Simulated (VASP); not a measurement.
Here is a VASP 6.6.1 calculation.

INCAR

```
SYSTEM = Mg12HF23
PREC = Accurate ; ENCUT = 520
EDIFF = 1E-7 ; ISMEAR = -1
SIGMA = 0.01 ; LREAL = Auto
LASPH = .TRUE. ; NELM = 100
ALGO = Fast ; ISIF = 2
LWAVE = .FALSE. ; LCHARG = .FALSE.
GGA = PE ; NBANDS = 117
```

File KPOINTS:

```
Automatic mesh
0
G
  3 3 2
  0 0 0
```

File POSCAR:

```
Mg12HF23
1.0
    4.6250000000      4.6250000000      0.0000000000
   -4.6250000000      4.6250000000      0.0000000000
    0.0000000000      0.0000000000      9.1560000000
Mg H F
12 1 23
Direct
    0.0060305386      0.0000000000      0.0000000000
   -0.0005693452      0.0000000000      0.3331616063
   -0.0005693452      0.0000000000      0.6668383937
    0.4996597496      0.5000000000      0.0000000000
    0.4994787944      0.5000000000      0.3332031332
    0.4994787944      0.5000000000      0.6667968668
    0.4970199394      0.0000000000      0.1644575473
    0.5002038118      0.0000000000      0.5000000000
    0.4970199394      0.0000000000      0.8355424527
    0.0003788953      0.5000000000      0.1665539747
   -0.0008477960      0.5000000000      0.5000000000
    0.0003788953      0.5000000000      0.8334460253
    0.3048622568      0.0000000000      0.0000000000
    0.3021792735      0.0000000000      0.3333532258
    0.3021792735      0.0000000000      0.6666467742
    0.8027082089      0.5000000000      0.0000000000
    0.8023548501      0.5000000000      0.3328163807
    0.8023548501      0.5000000000      0.6671836193
    0.4983073022      0.3026495962      0.1662006641
    0.5001416969      0.3027880844      0.5000000000
    0.4983073022      0.3026495962      0.8337993359
    0.0031389997      0.8028439499      0.1662170050
   -0.0014516385      0.8028439806      0.5000000000
    0.0031389997      0.8028439499      0.8337829950
    0.6991519720      0.0000000000      0.0000000000
    0.6962851530      0.0000000000      0.3318556014
    0.6962851530      0.0000000000      0.6681443986
    0.1971924366      0.5000000000      0.0000000000
    0.1968091882      0.5000000000      0.3336257318
    0.1968091882      0.5000000000      0.6663742682
    0.4983073022      0.6973504038      0.1662006641
    0.5001416969      0.6972119156      0.5000000000
    0.4983073022      0.6973504038      0.8337993359
    0.0031389997      0.1971560501      0.1662170050
   -0.0014516385      0.1971560194      0.5000000000
    0.0031389997      0.1971560501      0.8337829950
```

Potentials or basis: VASP PAW PBE potentials, release 64 (Mg, H, F).

Command:

```console
$ cat potpaw_PBE.64/Mg/POTCAR potpaw_PBE.64/H/POTCAR potpaw_PBE.64/F/POTCAR > POTCAR
$ mpirun -np 1 vasp_std > vasp.out
```

Q: What does it give for the pressure?

A: 3.3 GPa.

Q: Predict the band gap on the k mesh.

A: 6.00 eV, indirect (least direct gap 6.15 eV).

Forces in eV/Å, atoms in the order of the input:
```
Mg  -0.009 -0.009  0.000
Mg  -0.010 -0.010 -0.003
Mg  -0.010 -0.010  0.003
Mg   0.009  0.009  0.000
Mg  -0.002 -0.002  0.003
Mg  -0.002 -0.002 -0.003
Mg   0.006  0.006  0.017
Mg   0.008  0.008  0.000
Mg   0.006  0.006 -0.017
Mg   0.001  0.001  0.004
Mg   0.002  0.002  0.000
Mg   0.001  0.001 -0.004
H    0.024  0.024  0.000
F    0.005  0.005  0.007
F    0.005  0.005 -0.007
F   -0.006 -0.006  0.000
F   -0.002 -0.002 -0.015
F   -0.002 -0.002  0.015
F    0.002 -0.003 -0.003
F    0.001  0.002  0.000
F    0.002 -0.003  0.003
F    0.001 -0.005 -0.001
F    0.002 -0.006  0.000
F    0.001 -0.005  0.001
F   -0.030 -0.030  0.000
F    0.010  0.010  0.005
F    0.010  0.010 -0.005
F   -0.004 -0.004  0.000
F    0.001  0.001  0.008
F    0.001  0.001 -0.008
F   -0.003  0.002 -0.003
F    0.002  0.001  0.000
F   -0.003  0.002  0.003
F   -0.005  0.001 -0.001
F   -0.006  0.002  0.000
F   -0.005  0.001  0.001
```
